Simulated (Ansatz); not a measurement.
## KBr (Fm-3m) under several functionals

**The experiment to reproduce.**

From a printed reference work, data compilation, for a bulk crystal of KBr at 298.15 K: lattice constant a 6.5982 ± 0.0002 Å.

Plane-wave DFT in Ansatz with scalar-relativistic PAW potentials. The same structure was relaxed (cell and atoms, symmetry kept) in separate runs at each level. No spin polarisation.

Q: How do the levels LDA, PBE, PBEsol compare?

A:
```csv
level,cutoff (eV),k mesh,V (Å³/atom),a (Å),gap (eV)
LDA,420,6×6×6,32.328,6.371,4.32
PBEsol,420,6×6×6,35.120,6.550,4.34
PBE,420,6×6×6,37.594,6.700,4.32
```

The usual order of volumes, LDA < PBEsol < PBE, holds here (32.328, 35.120, 37.594 Å³/atom). As a rule LDA overbinds; PBEsol, built on the gradient expansion of slowly varying densities, lies between LDA and PBE; PBE's stronger gradient term for exchange weakens bonds. Each gap belongs to its own cell, so it mixes the functional's effect with that of the volume; gaps are the least found on the k mesh or on a band path.

For PBE: Against the measured lattice constant a of KBr, 6.5982 Å (298.15 K; a printed reference work, data compilation), the calculated 6.700 Å is off by +1.5 %. The calculations are for 0 K without zero-point motion.

Cost: 3 runs of about 0.24 core-minutes in all, on Intel Xeon 6975P-C (Granite Rapids), AMD EPYC 9R45 (Zen 5), Intel Xeon Processor @ 2.70GHz (shared hosts).